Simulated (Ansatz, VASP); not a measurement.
This is a calculation of WC (Qusongite) for Ansatz 0.2.0. 

File input.yaml:

```yaml
crystal:
  lattice:
    - [2.9065, 0.0, 0.0]
    - [-1.45325, 2.5171028361, 0.0]
    - [0.0, 0.0, 2.8366]
  atoms:
    - { symbol: W, position: [0.0, 0.0, 0.0] }
    - { symbol: C, position: [0.6666666667, 0.3333333333, 0.5] }
hamiltonian:
  xc: pbe
  pseudopotentials: { kind: paw }
kpoints:
  mp_grid: { grid: [10, 10, 9] }
scf:
  occupations: { method: gaussian, width: 0.02 }
output:
  forces: true
  stress: true
  eigenvalues: true
  write_density: true
  write_potential: true
  elf: true
  volumetric_format: npy
```

Potentials or basis: Ansatz PAW.

Launch:

```sh
$ ansatz run input.yaml --threads 2 --pin off --max-ram 5632MiB --backend cpu --events-out ev --progress --plain --runs-dir out
```

**Question.** Translate it to VASP 6.6.1. Potentials or basis there: PBE PAW files C, W_sv, release 54, 520 eV.

**Answer.** As run (cutoffs and basis follow the program's own potentials, and thresholds, step limits or extra output files can differ):

File INCAR:

```
ALGO = Fast
EDIFF = 1E-6
ENCUT = 520
GGA = PE
ISIF = 2
ISMEAR = 0
LASPH = True
LCHARG = False
LREAL = False
LWAVE = False
NELM = 60
PREC = Accurate
SIGMA = 0.02
```

File KPOINTS:

```
k-points
0
Gamma
  10 10 9
```

File POSCAR:

```
WC
1.0
    2.9065000000      0.0000000000      0.0000000000
   -1.4532500000      2.5171028361      0.0000000000
    0.0000000000      0.0000000000      2.8366000000
W C
1 1
Cartesian
    0.0000000000      0.0000000000      0.0000000000
    1.4532500001      0.8390342786      1.4183000000
```

Potentials or basis: VASP PAW PBE potentials, release 54 (W_sv, C).

The run is started by

```sh
$ cat potpaw_PBE.54/W_sv/POTCAR potpaw_PBE.54/C/POTCAR > POTCAR
$ mpirun -np 1 vasp_std > vasp.out
```

Both were run:

|  | Ansatz | VASP |
| --- | --- | --- |
| Pressure | 5.6 GPa | 6.8 GPa |

Ansatz's pressure holds a Pulay term of +0.31 GPa for its cutoff of 420 eV, which the other run lacks.

Where Ansatz's input types no cutoff or centring, it takes its own default and a Γ-centred mesh.

Pressure is positive in compression.
